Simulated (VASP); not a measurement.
Wanted: the native input for a VASP 6.6.1 run.

| Item | Value |
| --- | --- |
| Task | single point |
| Functional | PBE |
| Potentials or basis | VASP PAW PBE potentials, release 64 (Pb_d) |
| Cutoff | 520 eV |
| k mesh | 4 × 4 × 4 |
| Occupations | gaussian, width 0.1 eV |
| Spin | no spin polarisation |
| Dipole correction | no |
| Further INCAR settings | ALGO = Fast; EDIFF = 1e-06; NBANDS = 96 |

The structure of Pb lies in POSCAR:

```
Pb
1.0
    7.2732670000      0.0000000000      0.0000000000
    0.0000000000      7.2732670000      0.0000000000
    0.0000000000      0.0000000000      7.6910920000
Pb
12
Direct
    0.3411560000      0.3425640000      0.5000000000
    0.1588440000      0.8425640000      0.5000000000
    0.6588440000      0.6574360000      0.5000000000
    0.8411560000      0.1574360000      0.5000000000
    0.6574360000      0.3411560000      0.0000000000
    0.8425640000      0.8411560000      0.0000000000
    0.3425640000      0.6588440000      0.0000000000
    0.1574360000      0.1588440000      0.0000000000
    0.0000000000      0.5000000000      0.7500000000
    0.5000000000      0.0000000000      0.7500000000
    0.0000000000      0.5000000000      0.2500000000
    0.5000000000      0.0000000000      0.2500000000
```

This isn't the form of Pb at room conditions, which is fcc.

These files were run (other wordings do the same):

INCAR

```
PREC = Accurate ; ENCUT = 520
EDIFF = 1E-6 ; ISMEAR = 0
SIGMA = 0.1 ; LREAL = False
LASPH = True ; NELM = 100
ALGO = Fast ; ISIF = 2
LWAVE = False ; LCHARG = False
GGA = PE ; NBANDS = 96
```

KPOINTS

```
Automatic mesh
0
Gamma
  4 4 4
```

Potentials or basis: VASP PAW PBE potentials, release 64 (Pb_d).

Run with:

```bash
$ cat potpaw_PBE.64/Pb_d/POTCAR > POTCAR
$ mpirun -np 1 vasp_std > vasp.out
```

Results of the run:

```yaml
Pressure: 0.0 GPa
Largest_force: 0.054 eV/Å
Band_gap_on_the_k_mesh: none (metal or under the smearing width)
```

Wall time 9 min on 1 thread of Intel(R) Xeon(R) 6975P-C (Granite Rapids), on a shared host, peak memory 0.69 GiB.
